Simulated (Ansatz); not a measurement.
# ZrC: experiment and calculation

**The experiment to reproduce.**

From a printed reference work (data compilation), for a bulk crystal of ZrC at 296.15 K: lattice constant a 4.6828 Å.

The calculation below tries to reproduce these values; the comparison stands at the end.

Theory: DFT PBE, scalar-relativistic, plane waves, PAW in Ansatz.

Cutoff 420 eV; k points 20×20×20 on the computed 2-atom cell (Γ-centred); Gaussian smearing, width 0.10 eV; no spin polarisation.

Relaxed structure:

```cif
data_structure
_symmetry_space_group_name_H-M 'Fm-3m'
_symmetry_Int_Tables_number 225
_cell_length_a 4.7088
_cell_length_b 4.7088
_cell_length_c 4.7088
_cell_angle_alpha 90.000
_cell_angle_beta 90.000
_cell_angle_gamma 90.000
_cell_volume 104.41
loop_
_atom_site_label
_atom_site_type_symbol
_atom_site_symmetry_multiplicity
_atom_site_Wyckoff_symbol
_atom_site_fract_x
_atom_site_fract_y
_atom_site_fract_z
_atom_site_occupancy
Zr1 Zr 4 b 0.50000 0.00000 0.00000 1
C1 C 4 a 0.00000 0.00000 0.00000 1
```

* Space group: Fm-3m (No. 225)
* Volume per atom: 13.05 Å³
* Formation energy from the elements' standard states (uncorrected): -0.858 eV/atom
* Kohn–Sham band gap: none (metal)
* Density of states at the Fermi level: 0.3 states/eV per cell
* Orbital (Löwdin) character within 0.5 eV of the Fermi level: C 2p 62 %, Zr 4d 34 %
* Bulk modulus: 222 GPa
* Its pressure derivative: 4.0
* Bader charge by site (e): Zr (1 in the cell) 1.89, C (1 in the cell) -1.89

Measured lattice constant a of ZrC: 4.6828 Å (296.15 K; a printed reference work (data compilation)). This calculation gives 4.709 Å (+0.6 %). The calculation is for 0 K without zero-point motion.

It was relaxed from a measured cell (COD). Löwdin shares on free-atom orbitals overweight diffuse shells.
